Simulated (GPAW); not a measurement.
TiAl2, 6 atoms in the cell. It takes space group Cmmm (No. 65, orthorhombic). Conventional cell: a = 3.959 Å, b = 12.094 Å, c = 4.032 Å, α = 90.00°, β = 90.00°, γ = 90.00°. Around Ti (site symmetry m2m) lie 10 Al at 2.68 to 2.92 Å. Al (site symmetry mmm) is surrounded by 4 Ti at 2.70 Å and 8 Al at 2.83 to 2.91 Å. Al (site symmetry m2m) is surrounded by 6 Al at 2.67 to 2.93 Å and 6 Ti at 2.84 to 2.92 Å. Al (site symmetry mmm) has 4 Ti at 2.68 Å and 8 Al at 2.83 to 2.93 Å as nearest neighbours. 

- Program: GPAW 26.7.0
- Task: equation of state
- Functional: LDA
- Potentials or basis: the program's PAW data sets (release 1.2.1) made for this functional
- Cutoff: 600 eV
- Basis: pw
- k mesh: 5 × 5 × 5
- Occupations: fermi-dirac, width 0.05 eV
- Spin: no spin polarisation
- Maxiter: 150
- Eos scales: [0.94, 0.96, 0.98, 1.0, 1.02, 1.04, 1.06]

Potentials or basis: the program's PAW data sets (release 1.2.1) made for this functional, pw.

The run is started by

```sh
$ OMP_NUM_THREADS=1 python run.py
```

Hardware: 1 thread of Intel(R) Xeon(R) Platinum 8375C CPU @ 2.90GHz (Ice Lake) (shared host).

Task: How long does it take, and how much memory?

Result: It took 8.7 min on 1 thread of Intel(R) Xeon(R) Platinum 8375C CPU @ 2.90GHz (Ice Lake), on a shared host, peak memory 0.47 GiB. Counts: scf iterations 77, plane waves 3044, bands 36, k points 27.
